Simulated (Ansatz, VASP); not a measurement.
**PbF2: VASP beside Ansatz**

File POSCAR:

```
PbF2
1.0
    0.0000000000      2.9698500000      2.9253022500
    2.9698500000      0.0000000000      2.9253022500
    2.9698500000      2.9698500000      0.0000000000
Pb F
1 2
Direct
    0.0000000000      0.0000000000      0.0000000000
    0.2500000000      0.2500000000      0.2500000000
    0.7500000000      0.7500000000      0.7500000000
```

File INCAR.step1:

```
SYSTEM = PbF2
ALGO = Normal
EDIFF = 1E-4
ENCUT = 520
GGA = PE
ISMEAR = 0
LASPH = .True.
LCHARG = .False.
LREAL = .False.
LWAVE = .True.
NBANDS = 21
NELM = 80
PREC = Accurate
SIGMA = 0.05
```

File INCAR.step2:

```
SYSTEM = PbF2
ALGO = Normal
EDIFF = 1E-6
ENCUT = 520
ISIF = 2
ISMEAR = 0
ISTART = 1
LASPH = .True.
LCHARG = .False.
LMIXTAU = .True.
LREAL = .False.
LWAVE = .False.
METAGGA = R2SCAN
NBANDS = 21
NELM = 80
PREC = Accurate
SIGMA = 0.05
```

File KPOINTS:

```
k-points
0
Gamma
  8 8 8
  0 0 0
```

Input for Ansatz:

```yaml
crystal:
  lattice:
    - [0.0, 2.96985, 2.92530225]
    - [2.96985, 0.0, 2.92530225]
    - [2.96985, 2.96985, 0.0]
  atoms:
    - { symbol: Pb, position: [0.0, 0.0, 0.0] }
    - { symbol: F, position: [0.25, 0.25, 0.25] }
    - { symbol: F, position: [0.75, 0.75, 0.75] }
basis:
  ecutwfc: 500
kpoints:
  mp_grid: { grid: [8, 8, 8] }
hamiltonian:
  xc: r2scan
scf:
  occupations: { method: gaussian, width: 0.05 }
output:
  forces: true
  stress: true
  eigenvalues: true
```

Change from the starting cell: strain +0.000 along x and y, -0.015 along z, atoms carried along.

Alike in both runs: task single point; functional r2SCAN; k mesh 8 × 8 × 8; occupations gaussian, width 0.05 eV; no spin polarisation.

|  | VASP | Ansatz |
| --- | --- | --- |
| version | VASP 6.6.1 | Ansatz 0.2.0 |
| potentials or method | VASP PAW PBE potentials, release 64 (Pb_d, F) | scalar-relativistic, plane waves, PAW |
| plane-wave cutoff (eV) | 520 | 500 |
| valence electrons in the cell | 28 | 28 |

|  | VASP | Ansatz | Ansatz less VASP |
| --- | --- | --- | --- |
| gap on the k mesh at the Fermi level (eV) | 4.86 | 4.86 | 0.000 |
| least direct gap on the mesh (eV) | 5.06 | 5.06 | -0.002 |
| pressure (GPa) | 0.4 | 0.4 | +0.07 |
| largest component of the traceless stress (GPa) | 0.54 | 0.54 | +0.004 |

Caveats: the PAW data sets were made with another functional, which shifts forces and pressure a little (VASP); spin-orbit coupling is left out, which as a rule narrows the gap of such compounds by several tenths of an eV. A k mesh can miss the band edges.
